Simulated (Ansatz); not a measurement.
Starting cell, InN (zinc blende):

```
InN
1.0
    0.00000     4.99990     4.99990
    2.49995     2.49995     4.99990
    2.49995     2.49995     0.00000
N In
2 2
Direct
  0.00000   0.75000   0.75000
  0.50000   0.75000   0.75000
  0.00000   0.00000   0.00000
  0.50000   0.00000   0.00000
```

The atoms are displaced by Q × the pattern below (from a DFPT mode at X = (0.5, 0.5, 0.0), largest move 1; Q in Å), at fixed cell. (q is in reciprocal vectors of the primitive cell; the cell shown is doubled to hold the pattern.)

| atom | x | y | z |
|---|---|---|---|
| N1 | 0.000 | 0.000 | 1.000 |
| N2 | 0.000 | 0.000 | -1.000 |

Atoms not listed stay in place.

These are r2SCAN (plane waves to 500 eV, PAW, scalar-relativistic; Ansatz, an electronic-structure program) values and carry that method's errors. k mesh 11×11×11 (Γ-centred), Fermi-Dirac smearing 0.05 eV. E stands for the smeared free energy. With partly filled bands, energies and forces of such displacements shift with the k mesh and the smearing. At this level the bands of InN touch or barely overlap; measurements give the solid a gap. InN was relaxed with its symmetry unable to fall. The PAW data are Ansatz's earlier set. ΔE is measured from the undisplaced structure. The last digit holds for this mesh only.

```tsv
Q (Å)	ΔE (meV/cell)
-0.1000	170.1
-0.0833	118.2
-0.0667	withheld
-0.0500	42.6
-0.0333	18.9
-0.0167	4.7
0.0000	0.0
0.0167	4.7
0.0333	18.9
0.0500	42.6
0.0667	withheld
0.0833	118.2
0.1000	170.1
```

Fit an even polynomial form (powers 2, 4) to the given rows and predict ΔE at Q = 0.0667.

Least squares on the 11 given rows: ΔE = (17070)·Q² + (-5382)·Q⁴, in meV/cell with Q in Å; root-mean-square residual 0.04 meV/cell. At 0.0667 the fit gives 75.8 meV/cell; the calculation gives 75.7 meV/cell, so the interpolation is off by 0.1 (+0.1 %). The quadratic term alone would give 75.9 meV/cell.

(A displaced cell: forces are minus the slopes of the energy, force constants its curvatures, and phonons follow from these.)
